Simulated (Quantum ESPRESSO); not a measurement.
# Ta (P-1) in Quantum ESPRESSO: relaxation of the atoms with BLYP

Aim: the relaxation of the atoms of Ta with BLYP.

Program: Quantum ESPRESSO 7.5. These are calculated values, not measurements. Logs are shortened: lines on timing, memory, paths and dates and some standing lists are left out, and cuts for length are marked.

**1. The structure**

The typed cell holds 2 atoms: a = 2.860 Å, b = 2.860 Å, c = 4.671 Å, α = 90.00°, β = 90.00°, γ = 109.47°.

This isn't the form of Ta at room conditions, which is bcc.

**2. Relaxation of the atoms, BLYP**

run.py reads:

```python
import numpy as np
from ase.calculators.espresso import Espresso, EspressoProfile
from ase.io import read

atoms = read('Ta.xyz')

input_data = {
    'control': {'calculation': 'scf', 'prefix': 'pwscf', 'outdir': './tmp', 'tprnfor': True, 'tstress': True, 'disk_io': 'low'},
    'system': {'ecutwfc': 22.0, 'ecutrho': 180.0, 'nbnd': 20, 'input_dft': 'blyp', 'occupations': 'smearing', 'smearing': 'mp', 'degauss': 0.00999582},
    'electrons': {'conv_thr': 1e-05, 'electron_maxstep': 120, 'mixing_beta': 0.5, 'mixing_ndim': 16},
}
pseudopotentials = {'Ta': 'ta_pbesol_v1.uspp.F.UPF'}
profile = EspressoProfile(command='pw.x', pseudo_dir='pseudo')
dft = Espresso(profile=profile, input_data=input_data, pseudopotentials=pseudopotentials, kpts=(6, 6, 3), koffset=(0, 0, 0))
atoms.calc = dft

from ase.optimize import BFGSLineSearch
done = BFGSLineSearch(atoms, trajectory='opt.traj').run(fmax=0.02, steps=30)
print('converged', done)
print(f'energy {atoms.get_potential_energy():.8f} eV')
print('forces (eV/A)')
print(np.round(atoms.get_forces(), 6))
print('stress (eV/A^3, Voigt)')
print(np.round(atoms.get_stress(), 8))
print(f'Fermi level {dft.get_fermi_level():.4f} eV')
```

Ta.xyz reads:

```xyz
2
Lattice="-1.6512800000 1.6512800000 1.6512800000 1.6512800000 -1.6512800000 1.6512800000 3.3025600000 3.3025600000 0.0000000000" Properties=species:S:1:pos:R:3 pbc="T T T"
Ta     4.6158761552      1.8125370034      1.6713202313
Ta     1.9892438448      1.4900229966      1.6312397687
```

Potentials or basis: GBRV 1.5 PBEsol.

On the command line:

```console
$ OMP_NUM_THREADS=1 python run.py
```

What it wrote:

```text
Step[ FC]          Energy          fmax
BFGSLineSearch:    0[  0]    -3854.847308       2.6227
BFGSLineSearch:    1[  1]    -3855.261104       1.2561
BFGSLineSearch:    2[  3]    -3855.604874       0.2871
BFGSLineSearch:    3[  4]    -3855.619330       0.0448
BFGSLineSearch:    4[  5]    -3855.619756       0.0277
BFGSLineSearch:    5[  7]    -3855.619772       0.0048
converged True
energy -3855.61977151 eV
forces (eV/A)
[[ 0.004339  0.001937 -0.000342]
 [-0.004339 -0.001937  0.000342]]
stress (eV/A^3, Voigt)
[ 9.732930e-02  9.732930e-02  8.314376e-02 -9.200000e-07  9.200000e-07
  1.301950e-03]
Fermi level 19.1891 eV
```

espresso.pwi:

```text
&CONTROL
   calculation      = 'scf'
   tstress          = .true.
   tprnfor          = .true.
   outdir           = './tmp'
   prefix           = 'pwscf'
   disk_io          = 'low'
   pseudo_dir       = 'pseudo'
/
&SYSTEM
   nbnd             = 20
   ecutwfc          = 22.0
   ecutrho          = 180.0
   occupations      = 'smearing'
   degauss          = 0.00999582
   smearing         = 'mp'
   input_dft        = 'blyp'
   ntyp             = 1
   nat              = 2
   ibrav            = 0
/
&ELECTRONS
   electron_maxstep = 120
   conv_thr         = 1e-05
   mixing_beta      = 0.5
   mixing_ndim      = 16
/
&IONS
/
&CELL
/
&FCP
/
&RISM
/
ATOMIC_SPECIES
Ta 180.94788 ta_pbesol_v1.uspp.F.UPF

K_POINTS automatic
6 6 3  0 0 0

CELL_PARAMETERS angstrom
-1.65128000000000 1.65128000000000 1.65128000000000
1.65128000000000 -1.65128000000000 1.65128000000000
3.30256000000000 3.30256000000000 0.00000000000000

ATOMIC_POSITIONS angstrom
Ta 4.9531028829 1.6511528294 1.6513194408  
Ta 1.6520171171 1.6514071706 1.6512405592
```

espresso.pwo:

```text
This program is part of the open-source Quantum ESPRESSO suite
     for quantum simulation of materials; please cite
         "P. Giannozzi et al., J. Phys.:Condens. Matter 21 395502 (2009);
         "P. Giannozzi et al., J. Phys.:Condens. Matter 29 465901 (2017);
         "P. Giannozzi et al., J. Chem. Phys. 152 154105 (2020);
     in publications or presentations arising from this work. More details at

Warning: card &CELL ignored
Warning: card &FCP ignored
Warning: card &RISM ignored

     IMPORTANT: XC functional enforced from input :
     Exchange-correlation= BLYP
                           (   1   3   1   3   0   0   0)
     Any further DFT definition will be discarded
     Please, verify this is what you really want

     Message from routine setup:
     using ibrav=0 with symmetry is DISCOURAGED, use correct ibrav instead

     G-vector sticks info
     --------------------
     sticks:   dense  smooth     PW     G-vecs:    dense   smooth      PW
     Sum         395     197     69                 9907     3415     765

     Using Slab Decomposition

     bravais-lattice index     =            0
     lattice parameter (alat)  =       5.4048  a.u.
     unit-cell volume          =     243.0797 (a.u.)^3
     number of atoms/cell      =            2
     number of atomic types    =            1
     number of electrons       =        26.00
     number of Kohn-Sham states=           20
     kinetic-energy cutoff     =      22.0000  Ry
     charge density cutoff     =     180.0000  Ry
     scf convergence threshold =      1.0E-05
     mixing beta               =       0.5000
     number of iterations used =           16  plain     mixing
     Exchange-correlation= BLYP
                           (   1   3   1   3   0   0   0)

     celldm(1)=   5.404807  celldm(2)=   0.000000  celldm(3)=   0.000000
     celldm(4)=   0.000000  celldm(5)=   0.000000  celldm(6)=   0.000000

     crystal axes: (cart. coord. in units of alat)
               a(1) = (  -0.577350   0.577350   0.577350 )
               a(2) = (   0.577350  -0.577350   0.577350 )
               a(3) = (   1.154701   1.154701   0.000000 )

     reciprocal axes: (cart. coord. in units 2 pi/alat)
               b(1) = ( -0.433013  0.433013  0.866025 )
               b(2) = (  0.433013 -0.433013  0.866025 )
               b(3) = (  0.433013  0.433013  0.000000 )

     PseudoPot. # 1 for Ta read from file:
     ta_pbesol_v1.uspp.F.UPF
     Pseudo is Ultrasoft + core correction, Zval = 13.0
     Generated by new atomic code, or converted to UPF format
     Using radial grid of  921 points,  7 beta functions with:
                l(1) =   0
                l(2) =   0
                l(3) =   1
                l(4) =   1
                l(5) =   2
                l(6) =   2
                l(7) =   3
     Q(r) pseudized with  6 coefficients,  rinner =    1.300   1.300   1.300
                                                       1.300   1.300   1.300
                                                       1.300

     atomic species   valence    mass     pseudopotential
     Ta               13.00   180.94788     Ta( 1.00)

      2 Sym. Ops., with inversion, found ( 1 have fractional translation)

   Cartesian axes

     site n.     atom                  positions (alat units)
         1        Ta     tau(   1) = (   1.7317931   0.5773058   0.5773641  )
         2        Ta     tau(   2) = (   0.5776080   0.5773947   0.5773365  )

     number of k points=    56  Methfessel-Paxton smearing, width (Ry)=  0.0100
                       cart. coord. in units 2pi/alat
        k(    1) = (   0.0000000   0.0000000   0.0000000), wk =   0.0185185
        k(    2) = (   0.1443376   0.1443376   0.0000000), wk =   0.0370370
        k(    3) = (   0.0721688  -0.0721688   0.1443376), wk =   0.0370370
        k(    4) = (   0.2165064   0.0721688   0.1443376), wk =   0.0370370
        k(    5) = (   0.1443376  -0.1443376   0.2886751), wk =   0.0370370
        k(    6) = (   0.2886751   0.0000000   0.2886751), wk =   0.0370370
[... 48 lines left out ...]
        k(   55) = (   0.2165064  -0.5051815  -0.1443376), wk =   0.0370370
        k(   56) = (   0.4330127  -0.1443376   0.0000000), wk =   0.0370370

     Dense  grid:     9907 G-vectors     FFT dimensions: (  24,  24,  40)

     Smooth grid:     3415 G-vectors     FFT dimensions: (  18,  18,  30)

     Initial potential from superposition of free atoms

     starting charge      25.9980, renormalised to      26.0000

     negative rho (up, down):  1.890E-01 0.000E+00
     Starting wfcs are   26 randomized atomic wfcs

     Self-consistent Calculation

     iteration #  1     ecut=    22.00 Ry     beta= 0.50
     Davidson diagonalization with overlap
     ethr =  1.00E-02,  avg # of iterations =  2.0

     Threshold (ethr) on eigenvalues was too large:
     Diagonalizing with lowered threshold

     Davidson diagonalization with overlap
     ethr =  1.06E-04,  avg # of iterations =  2.2

     negative rho (up, down):  1.869E-01 0.000E+00

     total energy              =    -283.37909069 Ry
     estimated scf accuracy    <       0.03175832 Ry

     iteration #  2     ecut=    22.00 Ry     beta= 0.50
     Davidson diagonalization with overlap
     ethr =  1.22E-04,  avg # of iterations =  2.0

     negative rho (up, down):  1.862E-01 0.000E+00

     total energy              =    -283.38242963 Ry
     estimated scf accuracy    <       0.00229524 Ry

     iteration #  3     ecut=    22.00 Ry     beta= 0.50
     Davidson diagonalization with overlap
     ethr =  8.83E-06,  avg # of iterations =  2.0

     negative rho (up, down):  1.860E-01 0.000E+00

     total energy              =    -283.38283372 Ry
     estimated scf accuracy    <       0.00020767 Ry

     iteration #  4     ecut=    22.00 Ry     beta= 0.50
     Davidson diagonalization with overlap
     ethr =  7.99E-07,  avg # of iterations =  2.1

     negative rho (up, down):  1.860E-01 0.000E+00

     total energy              =    -283.38284860 Ry
     estimated scf accuracy    <       0.00001518 Ry

     iteration #  5     ecut=    22.00 Ry     beta= 0.50
     Davidson diagonalization with overlap
     ethr =  5.84E-08,  avg # of iterations =  2.0

     negative rho (up, down):  1.860E-01 0.000E+00

     End of self-consistent calculation

          k = 0.0000 0.0000 0.0000 (   415 PWs)   bands (ev):

   -48.1859 -48.0721 -15.1949 -14.3943 -14.0230 -14.0179 -14.0076 -14.0047
    11.3458  14.8132  17.5781  19.8276  19.8295  19.8362  20.9393  22.9493
    23.0709  23.0765  23.9522  26.8228
[... 159 lines left out ...]
   -48.1397 -48.0902 -14.9071 -14.5032 -14.3661 -14.1630 -14.1022 -14.0418
    13.2579  15.2934  17.9887  18.5886  18.8417  19.0525  21.9319  22.1768
    22.3775  23.3893  23.8942  25.3378

          k =-0.0722-0.2165-0.1443 (   416 PWs)   bands (ev):

   -48.1397 -48.0902 -14.9071 -14.5032 -14.3661 -14.1630 -14.1022 -14.0418
    13.2579  15.2934  17.9887  18.5886  18.8417  19.0525  21.9319  22.1769
    22.3775  23.3893  23.8942  25.3378

          k =-0.2165-0.0722 0.1443 (   416 PWs)   bands (ev):

   -48.1397 -48.0902 -14.9071 -14.5032 -14.3661 -14.1630 -14.1022 -14.0418
    13.2579  15.2934  17.9887  18.5885  18.8417  19.0525  21.9319  22.1768
    22.3776  23.3892  23.8942  25.3378

          k = 0.1443-0.1443-0.2887 (   418 PWs)   bands (ev):
[... 7 lines left out ...]
   -48.1008 -48.0720 -15.0408 -14.9177 -14.4724 -14.3172 -14.1015 -14.0120
    14.5108  15.6349  17.7950  18.0427  19.1938  19.2219  22.7329  22.8358
    23.5311  24.0268  24.1465  27.1723

          k =-0.0000-0.2887-0.2887 (   423 PWs)   bands (ev):

   -48.1008 -48.0720 -15.0408 -14.9177 -14.4724 -14.3172 -14.1015 -14.0120
    14.5108  15.6349  17.7950  18.0427  19.1938  19.2219  22.7329  22.8358
    23.5311  24.0268  24.1465  27.1723

          k =-0.2887-0.0000 0.2887 (   423 PWs)   bands (ev):

   -48.1008 -48.0720 -15.0408 -14.9177 -14.4724 -14.3172 -14.1015 -14.0120
    14.5108  15.6349  17.7950  18.0427  19.1937  19.2221  22.7328  22.8359
    23.5311  24.0269  24.1465  27.1723

          k =-0.2165 0.2165 0.4330 (   422 PWs)   bands (ev):
[... 25 lines left out ...]
   -48.0753 -48.0686 -15.0111 -14.9850 -14.5186 -14.4374 -14.1651 -14.1414
    15.4563  16.1603  17.5680  18.2158  18.8751  19.2794  21.9246  23.3945
    24.0368  24.0912  25.4506  28.7457

          k =-0.0722-0.2165-0.4330 (   422 PWs)   bands (ev):

   -48.0753 -48.0686 -15.0111 -14.9849 -14.5186 -14.4374 -14.1651 -14.1414
    15.4563  16.1603  17.5680  18.2158  18.8751  19.2794  21.9246  23.3945
    24.0368  24.0912  25.4506  28.7461

          k =-0.2165-0.0722 0.4330 (   422 PWs)   bands (ev):

   -48.0753 -48.0686 -15.0111 -14.9849 -14.5186 -14.4374 -14.1651 -14.1414
    15.4563  16.1603  17.5680  18.2158  18.8751  19.2794  21.9246  23.3945
    24.0368  24.0912  25.4506  28.7468

          k =-0.2887 0.2887 0.2887 (   431 PWs)   bands (ev):
[... 85 lines left out ...]
   -48.0777 -48.0314 -14.8648 -14.7945 -14.6276 -14.6200 -14.4157 -14.2496
    15.5227  16.4552  16.6901  18.2332  19.1871  21.2032  21.6849  21.6870
    23.7920  23.8305  24.1719  24.2528

     the Fermi energy is    19.1891 ev

!    total energy              =    -283.38285113 Ry
     estimated scf accuracy    <       0.00000075 Ry
     smearing contrib. (-TS)   =      -0.00065420 Ry
     internal energy E=F+TS    =    -283.38219693 Ry

     The total energy is F=E-TS. E is the sum of the following terms:
     one-electron contribution =     -30.73320851 Ry
     hartree contribution      =      28.46677102 Ry
     xc contribution           =     -84.02015319 Ry
     ewald contribution        =    -197.09560626 Ry

     convergence has been achieved in   5 iterations

     negative rho (up, down):  1.860E-01 0.000E+00

     Forces acting on atoms (cartesian axes, Ry/au):

     atom    1 type  1   force =     0.00016875    0.00007532   -0.00001332
     atom    2 type  1   force =    -0.00016875   -0.00007532    0.00001332

     Total force =     0.000262     Total SCF correction =     0.002664
     SCF correction compared to forces is large: reduce conv_thr to get better values

     Computing stress (Cartesian axis) and pressure

     negative rho (up, down):  1.860E-01 0.000E+00
          total   stress  (Ry/bohr**3)                   (kbar)     P=     -148.36
  -0.00106005  -0.00001418  -0.00000001         -155.94       -2.09       -0.00
  -0.00001418  -0.00106005   0.00000001           -2.09     -155.94        0.00
  -0.00000001   0.00000001  -0.00090555           -0.00        0.00     -133.21

=------------------------------------------------------------------------------=
   JOB DONE.
=------------------------------------------------------------------------------=
```

Wall time 35 s (1 thread of Intel Xeon 6975P-C (Granite Rapids), shared host); peak memory 0.1 GiB.

These settings aren't checked as converged (typed here: ecut_scale = 0.5; mixing_ndim = 16; conv_thr = 1e-05): the numbers below hold their error.

Results:

```
Free energy                  : -3855.6201 eV
Energy gained by relaxing    : 386.2 meV/atom
Ionic steps                  : 6
Pressure after relaxing      : -14.8 GPa
Largest force after relaxing : 0.005 eV/Å
Band gap on the k mesh       : none (metal or under the smearing width)
```

Caveat: the k mesh is coarse (spacing up to 0.45 Å⁻¹), so the values aren't converged; the potentials were made for another functional, which shifts forces and pressure; the cutoff lies well under what these potentials need, so the values aren't converged.

**3. For comparison**

An earlier run on the cell as given: functional PBE; potentials or basis SSSP 1.3 efficiency PBE; cutoff 748 eV; density cutoff 5987 eV; k mesh 10 × 10 × 6; occupations fermi-dirac, width 0.05 eV; no spin polarisation.

- Pressure: 13.7 GPa
- Largest force: 2.835 eV/Å
- Band gap on the k mesh: none (metal or under the smearing width)
